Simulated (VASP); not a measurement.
# VASP 6.6.1 run: CuI

INCAR

```
NSW = 0
ISIF = 2
LREAL = .FALSE.
GGA = PE
SIGMA = 0.02
NBANDS = 16
IBRION = -1
PREC = Medium
NELM = 120
LASPH = .TRUE.
LWAVE = .FALSE.
EDIFF = 1E-7
ENCUT = 520
LCHARG = .FALSE.
ISMEAR = -1
```

KPOINTS

```
KPOINTS created by Atomic Simulation Environment
0
Monkhorst-Pack
8 8 8
0 0 0
```

POSCAR

```
Cu I
 1.0000000000000000
     0.0000000000000000    3.0120291186310792    3.0120291186310792
     3.0120291186310792    0.0000000000000000    3.0120291186310792
     3.0120291186310792    3.0120291186310792    0.0000000000000000
 Cu  I
   1   1
Cartesian
  0.0000000000000000  0.0000000000000000  0.0000000000000000
  1.5060145593155396  1.5060145593155396  1.5060145593155396
```

The recommended PBE PAW datasets give the neutral cell 18 valence electrons.

Command

```
mpirun -np 1 vasp_std
```

Problem. How does this run end, and what does it give?

Solution. It converged. Results: gap between bands v and c on the k mesh 1.48 eV; least direct gap on the k mesh 1.48 eV; pressure 1.2 GPa. Band v is the last that the valence electrons fill when counted band by band, and c is the next.

OSZICAR

```
N       E                     dE             d eps       ncg     rms          rms(c)
DAV:   1     0.102744732608E+03    0.10274E+03   -0.79310E+03  1920   0.122E+03
DAV:   2     0.962477675310E+00   -0.10178E+03   -0.92937E+02  2040   0.229E+02
DAV:   3    -0.557987114744E+01   -0.65423E+01   -0.64641E+01  2600   0.642E+01
DAV:   4    -0.578235617470E+01   -0.20249E+00   -0.20243E+00  2528   0.102E+01
DAV:   5    -0.578643724490E+01   -0.40811E-02   -0.40810E-02  2848   0.142E+00    0.544E+00
DAV:   6    -0.570959377693E+01    0.76843E-01   -0.27764E+00  2032   0.452E+01    0.350E+00
DAV:   7    -0.555848699086E+01    0.15111E+00   -0.66776E-01  1992   0.271E+01    0.173E+00
DAV:   8    -0.555963724431E+01   -0.11503E-02   -0.34757E-02  3088   0.261E+00    0.451E-01
DAV:   9    -0.555728454729E+01    0.23527E-02   -0.91755E-03  2400   0.283E+00    0.126E-01
DAV:  10    -0.555746262336E+01   -0.17808E-03   -0.56118E-04  2376   0.198E-01    0.442E-02
DAV:  11    -0.555747296923E+01   -0.10346E-04   -0.20023E-04  2408   0.399E-01    0.282E-02
DAV:  12    -0.555747365061E+01   -0.68138E-06   -0.17151E-05  3096   0.454E-02    0.240E-02
DAV:  13    -0.555747209250E+01    0.15581E-05   -0.33614E-06  2648   0.553E-02    0.796E-03
DAV:  14    -0.555747275018E+01   -0.65768E-06   -0.40982E-06  3064   0.496E-02    0.494E-03
DAV:  15    -0.555747279155E+01   -0.41370E-07   -0.35547E-07  2696   0.112E-02
   1 F= -.55574728E+01 E0= -.55574728E+01  d E =-.946452E-11
```

Standard output (part)

```
POSCAR found type information on POSCAR CuI
 POSCAR found :  2 types and       2 ions
 LDA part: xc-table for (Slater+PW92), standard interpolation
 POSCAR, INCAR and KPOINTS ok, starting setup
 WAVECAR not read
 entering main loop
```

These settings aren't sound, so the numbers aren't properties of the crystal. The shifted mesh misses Γ, so a band edge there is missed.

On sound settings PBE gives a gap of 1.20 eV on its mesh and a pressure of 1.2 GPa for the intended cell.
